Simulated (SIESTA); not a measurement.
**CdS (Hawleyite) under changes of volume**

One of the cells (24.808 Å³/atom); the others are scaled copies at fixed shape and fractional positions:

```
CELL_PARAMETERS angstrom
0.00000 2.91650 2.91650
2.91650 0.00000 2.91650
2.91650 2.91650 0.00000
ATOMIC_POSITIONS crystal
Cd 0.00000 0.00000 0.00000
S 0.75000 0.75000 0.75000
```

```yaml
Program: SIESTA 5.4.2
Functional: LDA
Potentials_or_basis: PseudoDojo 0.4 standard (LDA files)
Basis: DZP (energy shift 0.003 Ry; two zetas on semicore shells)
Grid_cutoff: 800 Ry
Energy_shift: 0.003 Ry
k_mesh: 8 × 8 × 8
Occupations: fermi-dirac, width 0.05 eV
Spin: no spin polarisation
```

```csv
volume (Å³/atom),energy over the lowest point (meV/atom),pressure (GPa),gap on the mesh (eV)
23.319,4.17,2.2,1.29
23.815,0.00,0.6,1.23
24.312,0.59,-0.9,1.17
24.808,5.40,-2.2,1.12
25.304,13.94,-3.3,1.06
25.800,25.81,-4.3,1.01
26.296,?,?,?
```

Question: What does the run at 26.296 Å³/atom give?

Answer: Energy over the lowest point 40.70 meV/atom; pressure -5.3 GPa; gap on the mesh 0.96 eV.

Worked out: A Birch-Murnaghan fit of order 3 (a polynomial in V^(-2/3)) to the other rows has its minimum at 24.00 Å³/atom with B0 = V·E''(V) = 71 GPa and B' = 4.8. It gives 40.62 meV/atom at 26.296 Å³/atom, against the run's 40.70, and -dE/dV = -5.2 GPa, against -5.3. A straight line through the other rows of the gap, of slope -2.77 eV per unit of ln V (its deformation potential), extrapolates to 0.96 eV, against the run's 0.96.

Energies are extrapolated to zero smearing.

Caveats: the basis of atomic orbitals isn't converged, which shifts pressures, moduli and gaps.

A mesh can miss the band edges. Spin-orbit coupling on Cd is left out.
